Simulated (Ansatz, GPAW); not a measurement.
**TaN: 3 runs at one level of theory**

```
Ta N
1.0
     0.00000    2.21132    2.21132
     2.21132    0.00000    2.21132
     2.21132    2.21132    0.00000
Ta N
1 1
Direct
  0.50000 0.50000 0.50000
  0.00000 0.00000 0.00000
```

The cell comes from a database or a generator and needn't be the stable form of this composition.

Alike in all runs: task single point; functional PBE; k mesh 10 × 10 × 10; occupations gaussian, width 0.012 eV; no spin polarisation; no spin-orbit coupling. A missing gap at this level doesn't show that the real crystal is a metal. Pressure is positive in compression and, in plane waves, holds the error of the finite cutoff, which Ansatz's Pulay term estimates and takes out.

| program and potentials | plane-wave cutoff (eV) | notes | band gap (eV) | pressure (GPa) |
| --- | --- | --- | --- | --- |
| Ansatz, Ansatz PAW | 420 | Pulay term of +0.49 GPa included | no gap | -1.37 |
| GPAW, GPAW PAW data sets (gpaw-data 1.2.1) | 800 | - | no gap | -1.58 |
| Ansatz, all-electron LAPW, scalar-relativistic | - | - | no gap | -1.21 |

None finds a gap. The pressure spans -1.58 (GPAW, GPAW PAW data sets (gpaw-data 1.2.1)) to -1.21 GPa (Ansatz, all-electron LAPW, scalar-relativistic), with all-electron results at -1.21.

Differences between rows come from potentials, basis sets and numerical settings, since the functional is the same but for its coding. Runs on potential files found faulty are left out.

The absence of a gap in all three runs follows from electron counting in this rocksalt cell. Nitrogen's 2p shell is formally filled, but trivalent tantalum keeps d electrons that partly occupy the broad, t2g-derived 5d bands. The metallic character is therefore what is expected of rocksalt TaN, a known metallic conductor, and is unlikely to be an artefact of gap underestimation. Covalent mixing of Ta 5d with N 2p makes the bonding much less ionic than this count implies, and it underlies the stiffness typical of such nitrides.

The pressures, from -1.58 to -1.21 GPa, agree in sign: the cell is slightly stretched and would contract on relaxation. For so stiff a lattice this probably means only a small change in lattice parameter, and the spread between runs would shift the equilibrium volume still less. A small residual pressure says nothing about resistance to shear or to phonon distortions, which matters here because real rocksalt TaN is often stabilised by vacancies.
